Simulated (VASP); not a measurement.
# CaSe (Fm-3m) in VASP: single point with PBE

Aim: the single point of CaSe with PBE.

Everything below comes from runs of VASP 6.6.1. Logs are shortened: lines on timing, memory, paths and dates and some standing lists are left out, and cuts for length are marked.

**Experimental background.**

From a printed reference work, monograph, original work of 1988, for a bulk crystal of CaSe at 2 K: band gap 3.85 eV (indirect).

The runs below are set against these values where they give the same quantity.

**1. The cell of the first run**

Symmetry: Fm-3m, No. 225, cubic system. The conventional cell has a = 5.935 Å, b = 5.935 Å, c = 5.935 Å, α = 90.00°, β = 90.00°, γ = 90.00°. Within 3.9 Å of Ca (site symmetry m-3m) lie 6 Se at 2.97 Å. Within 3.9 Å of Se (site symmetry m-3m) lie 6 Ca at 2.97 Å.

**2. Single point, PBE**

The input, INCAR:

```
SYSTEM = CaSe
  ALGO = Normal
  EDIFF = 1E-6
  ENCUT = 520
  GGA = PE
  ISIF = 2
  ISMEAR = -1
  LASPH = .True.
  LCHARG = .True.
  LELF = .True.
  LREAL = .False.
  LVHAR = .True.
  LWAVE = .False.
  NBANDS = 15
  NELM = 60
  PREC = Accurate
  SIGMA = 0.1
```

The input, KPOINTS:

```
k-points
0
Gamma
  8 8 8
  0 0 0
```

The input, POSCAR:

```
CaSe
1.0
    0.0000000000      2.9677430000      2.9677430000
    2.9677430000      0.0000000000      2.9677430000
    2.9677430000      2.9677430000      0.0000000000
Ca Se
1 1
Direct
    0.0000000000      0.0000000000      0.0000000000
    0.5000000000      0.5000000000      0.5000000000
```

Potentials or basis: VASP PAW PBE potentials, release 64 (Ca_sv, Se).

Run with:

```
cat potpaw_PBE.64/Ca_sv/POTCAR potpaw_PBE.64/Se/POTCAR > POTCAR
mpirun -np 1 vasp_std > vasp.out
```

OUTCAR:

```text
SYSTEM = CaSe
   EDIFF = 1E-6
   ENCUT = 520
   GGA = PE
   ISIF = 2
   ISMEAR = -1
   LASPH = .True.
   LREAL = .False.
   NELM = 60
   PREC = Accurate

 ion  position               nearest neighbor table
   1  0.000  0.000  0.000-   2 2.97   2 2.97   2 2.97   2 2.97   2 2.97   2 2.97
   2  0.500  0.500  0.500-   1 2.97   1 2.97   1 2.97   1 2.97   1 2.97   1 2.97

  LATTYP: Found a face centered cubic cell.
 ALAT       =     5.9354860000

  Lattice vectors:

 A1 = (   0.0000000000,   2.9677430000,   2.9677430000)
 A2 = (   2.9677430000,   0.0000000000,   2.9677430000)
 A3 = (   2.9677430000,   2.9677430000,   0.0000000000)

Analysis of symmetry for initial positions (statically):
=====================================================================
 Subroutine PRICEL returns:
 Original cell was already a primitive cell.

 Routine SETGRP: Setting up the symmetry group for a
 face centered cubic supercell.

 Subroutine GETGRP returns: Found 48 space group operations
 (whereof 48 operations were pure point group operations)
 out of a pool of 48 trial point group operations.

The static configuration has the point symmetry O_h .

Analysis of symmetry for dynamics (positions and initial velocities):
=====================================================================
 Subroutine PRICEL returns:
 Original cell was already a primitive cell.

 Routine SETGRP: Setting up the symmetry group for a
 face centered cubic supercell.

 Subroutine GETGRP returns: Found 48 space group operations
 (whereof 48 operations were pure point group operations)
 out of a pool of 48 trial point group operations.

The dynamic configuration has the point symmetry O_h .

 Subroutine INISYM returns: Found 48 space group operations
 (whereof 48 operations are pure point group operations),
 and found     1 'primitive' translations

----------------------------------------------------------------------------------------

                                     Primitive cell

  volume of cell :      52.2768

  direct lattice vectors                    reciprocal lattice vectors
     0.000000000  2.967743000  2.967743000    -0.168478200  0.168478200  0.168478200
     2.967743000  0.000000000  2.967743000     0.168478200 -0.168478200  0.168478200
     2.967743000  2.967743000  0.000000000     0.168478200  0.168478200 -0.168478200

  length of vectors
     4.197022400  4.197022400  4.197022400     0.291812803  0.291812803  0.291812803

  position of ions in fractional coordinates (direct lattice)
     0.000000000  0.000000000  0.000000000
     0.500000000  0.500000000  0.500000000

  ion indices of the primitive-cell ions
   primitive index   ion index
                 1           1
                 2           2

----------------------------------------------------------------------------------------

 KPOINTS: k-points

Automatic generation of k-mesh.
 Grid dimensions read from file:
 generate k-points for:    8    8    8

 Generating k-lattice:

  Cartesian coordinates                     Fractional coordinates (reciprocal lattice)
    -0.021059775  0.021059775  0.021059775     0.125000000  0.000000000  0.000000000
     0.021059775 -0.021059775  0.021059775     0.000000000  0.125000000  0.000000000
     0.021059775  0.021059775 -0.021059775     0.000000000  0.000000000  0.125000000

  Length of vectors
     0.036476600  0.036476600  0.036476600

  Shift w.r.t. Gamma in fractional coordinates (k-lattice)
     0.000000000  0.000000000  0.000000000

 Subroutine IBZKPT returns following result:
 ===========================================

 Found     29 irreducible k-points:

 Following reciprocal coordinates:
            Coordinates               Weight
  0.000000  0.000000  0.000000      1.000000
  0.125000  0.000000  0.000000      8.000000
  0.250000  0.000000  0.000000      8.000000
  0.375000  0.000000  0.000000      8.000000
  0.500000  0.000000  0.000000      4.000000
  0.125000  0.125000  0.000000      6.000000
[... 16 lines left out ...]
  0.500000  0.250000  0.125000     48.000000
 -0.375000  0.250000  0.125000     24.000000
 [... further k-points ...]
   k-points           NKPTS =     29   k-points in BZ     NKDIM =     29   number of bands    NBANDS=     15
   number of dos      NEDOS =    301   number of ions     NIONS =      2
   total plane-waves  NPLWV =  32768
   dimension x,y,z NGX =    32 NGY =   32 NGZ =   32
   dimension x,y,z NGXF=    64 NGYF=   64 NGZF=   64
   ions per type =               1   1
   NGX,Y,Z   is equivalent  to a cutoff of  12.68, 12.68, 12.68 a.u.
   NGXF,Y,Z  is equivalent  to a cutoff of  25.35, 25.35, 25.35 a.u.
 SYSTEM =  CaSe
   PREC   = accura    normal or accurate (medium, high low for compatibility)
   ISTART =      0    job   : 0-new  1-cont  2-samecut
   ICHARG =      2    charge: 1-file 2-atom 10-const
   ISPIN  =      1    spin polarized calculation?
   LNONCOLLINEAR =      F non collinear calculations
   LSORBIT =      F    spin-orbit coupling
   LASPH  =      T    aspherical Exc in radial PAW
   ENCUT  =  520.0 eV  38.22 Ry    6.18 a.u.   7.80  7.80  7.80*2*pi/ulx,y,z
   NELM   =     60;   NELMIN=  2; NELMDL= -5     # of ELM steps
   EDIFF  = 0.1E-05   stopping-criterion for ELM
   LREAL  =      F    real-space projection
   EDIFFG = 0.1E-04   stopping-criterion for IOM
   NSW    =      0    number of steps for IOM
   IBRION =     -1    ionic relax: 0-MD 1-quasi-New 2-CG
   NFREE  =      0    steps in history (QN), initial steepest desc. (CG)
   ISIF   =      2    stress and relaxation
   ISYM   =      2    0-nonsym 1-usesym 2-fastsym
   POTIM  = 0.5000    time-step for ionic-motion
   TEBEG  =    0.0;   TEEND  =   0.0 temperature during run
   PSTRESS=    0.0 pullay stress
   NELECT =      16.0000    total number of electrons
   NUPDOWN=      -1.0000    fix difference up-down
   EMIN   =  10.00;   EMAX   =-10.00  energy-range for DOS
   EFERMI =   0.00;   METHOD = LEGACY
   ISMEAR =    -1;   SIGMA  =   0.10  broadening in eV -4-tet -1-fermi 0-gaus
   EFERMI_NEDOS =   21; number of points for ismear=-14 and -15
   IALGO  =     38    algorithm
   IMIX   =      4    mixing-type and parameters
     AMIX     =   0.40;   BMIX     =  1.00
     AMIX_MAG =   1.60;   BMIX_MAG =  1.00
  volume/ion in A,a.u.               =      26.14       176.39
  Fermi-wavevector in a.u.,A,eV,Ry     =   1.103262  2.084862 16.560826  1.217186
  Thomas-Fermi vector in A             =   2.239717
   LORBIT       =      0    0 simple, 1 ext, 2 COOP (PROOUT), +10 PAW based schemes
   GGA     = PE    functional components
[... 5 lines left out ...]
 non-spin polarized calculation
  energy-cutoff  :      520.00
  volume of cell :       52.28
 maximum number of plane-waves:      1424
   NGX = 15   NGY = 15   NGZ = 15

 number of electron      15.9999997 magnetization

 Free energy of the ion-electron system (eV)
  ---------------------------------------------------
  ext. energy  EPLUGINS =         0.00000000
  ---------------------------------------------------
  free energy    TOTEN  =        -9.48407676 eV

  energy without entropy =       -9.48407501  energy(sigma->0) =       -9.48407589

 E-fermi :   3.4179     XC(G=0):  -9.1121

 val. band max:        2.3761605257   @ k =   0.0000   0.0000   0.0000
 cond. band min:       4.4240449439   @ k =   0.5000   0.5000   0.0000
 fundamental gap:      2.0478844183
 Fermi energy:         3.4179072801

 k-point     1 :       0.0000    0.0000    0.0000
  band No.  band energies     occupation
      1     -37.4043      2.00000
      2     -18.3964      2.00000
      3     -18.3964      2.00000
      4     -18.3964      2.00000
      5      -9.3873      2.00000
      6       2.3762      1.99994
      7       2.3762      1.99994
      8       2.3762      1.99994
      9       5.6629      0.00000
     10       6.0856      0.00000
     11       6.0856      0.00000
     12       6.0856      0.00000
     13       6.6444      0.00000
     14       6.6444      0.00000
     15      12.0760      0.00000

 k-point     2 :       0.1250    0.0000    0.0000
  band No.  band energies     occupation
      1     -37.4034      2.00000
      2     -18.4127      2.00000
      3     -18.3975      2.00000
      4     -18.3975      2.00000
      5      -9.2969      2.00000
      6       1.6167      2.00000
      7       2.1413      1.99999
      8       2.1413      1.99999
      9       5.9714      0.00000
     10       6.2945      0.00000
     11       6.2945      0.00000
     12       6.6533      0.00000
     13       7.0432      0.00000
     14       7.0432      0.00000
     15      12.2269      0.00000

 k-point     3 :       0.2500    0.0000    0.0000
  band No.  band energies     occupation
      1     -37.4011      2.00000
      2     -18.4516      2.00000
      3     -18.4002      2.00000
      4     -18.4002      2.00000
      5      -9.0675      2.00000
      6       0.3945      2.00000
      7       1.6887      2.00000
      8       1.6887      2.00000
      9       6.0931      0.00000
     10       6.8045      0.00000
     11       6.8045      0.00000
     12       8.0203      0.00000
     13       8.0203      0.00000
     14       8.0545      0.00000
     15      11.7293      0.00000
[... 343 lines left out ...]
 k-point    23 :       0.5000    0.2500    0.1250
  band No.  band energies     occupation
      1     -37.3976      2.00000
      2     -18.4766      2.00000
      3     -18.4261      2.00000
      4     -18.4095      2.00000
      5      -8.7900      2.00000
      6      -0.2815      2.00000
      7       0.9619      2.00000
      8       1.2472      2.00000
      9       6.2598      0.00000
     10       7.5560      0.00000
     11       7.8582      0.00000
     12       8.0116      0.00000
     13       8.4802      0.00000
     14      10.0639      0.00000
     15      10.3781      0.00000

 k-point    24 :      -0.3750    0.2500    0.1250
  band No.  band energies     occupation
      1     -37.3969      2.00000
      2     -18.4850      2.00000
      3     -18.4278      2.00000
      4     -18.4126      2.00000
      5      -8.7213      2.00000
      6      -0.4204      2.00000
      7       0.7705      2.00000
      8       1.1582      2.00000
      9       6.8400      0.00000
     10       7.1221      0.00000
     11       8.0711      0.00000
     12       8.3414      0.00000
     13       8.6825      0.00000
     14       9.5676      0.00000
     15      10.9177      0.00000

 [... further k-points ...]
[... 5 lines left out ...]
  --------------------------------------------------------------------------------------
  -------------------------------------------------------------------------------------
  Total        0.2377101      0.2377101      0.2377101     -0.0000000     -0.0000000      0.0000000
  in kB        7.2853316      7.2853316      7.2853316     -0.0000000     -0.0000000      0.0000000
  external PRESSURE =       7.2853316 kB  Pullay stress =       0.0000000 kB

 VOLUME and BASIS-vectors are now :
 -----------------------------------------------------------------------------
  energy-cutoff  :      520.00
  volume of cell :       52.28
      direct lattice vectors                 reciprocal lattice vectors
     0.000000000  2.967743000  2.967743000    -0.168478200  0.168478200  0.168478200
     2.967743000  0.000000000  2.967743000     0.168478200 -0.168478200  0.168478200
     2.967743000  2.967743000  0.000000000     0.168478200  0.168478200 -0.168478200

 POSITION                                       TOTAL-FORCE (eV/Angst)
 -----------------------------------------------------------------------------------
      0.00000      0.00000      0.00000         0.000000     -0.000000     -0.000000
      2.96774      2.96774      2.96774         0.000000      0.000000      0.000000
 -----------------------------------------------------------------------------------
    total drift:                                0.000000     -0.000000     -0.000000

  FREE ENERGIE OF THE ION-ELECTRON SYSTEM (eV)
  ---------------------------------------------------
  free  energy   TOTEN  =        -9.4840767635 eV

  energy  without entropy=       -9.4840750079  energy(sigma->0) =       -9.48407589
```

Wall time 11 s (1 thread of Intel Xeon 6975P-C (Granite Rapids), shared host); peak memory 0.18 GiB.

Results:

```
Free energy            : -9.4841 eV
Pressure               : 0.7 GPa
Band gap on the k mesh : 2.05 eV, indirect (least direct gap 2.97 eV)
```

Levels at points of the mesh, in eV from the valence-band top:
```tsv
k point	band 5	band 6	band 7	band 8	band 9	band 10	band 11	band 12
(0.00, 0.00, 0.00)	-11.76	0.00	0.00	0.00	3.29	3.71	3.71	3.71
(0.50, 0.00, 0.00)	-11.09	-3.25	-1.18	-1.18	4.50	5.45	5.48	5.48
(0.50, 0.50, 0.00)	-11.20	-2.49	-0.92	-0.92	2.05	5.00	5.02	5.98
```

**3. Against experiment**

Step 2. Measured gap of CaSe: 3.85 eV (indirect; 2 K; a printed reference work, monograph, original work of 1988). This calculation gives 2.05 eV (-1.80 eV). Spin-orbit coupling on Se is left out. The value is that of PBE on a finite k mesh, which can miss the band edges, without temperature or zero-point motion. Semilocal functionals fall short of measured gaps as a rule.
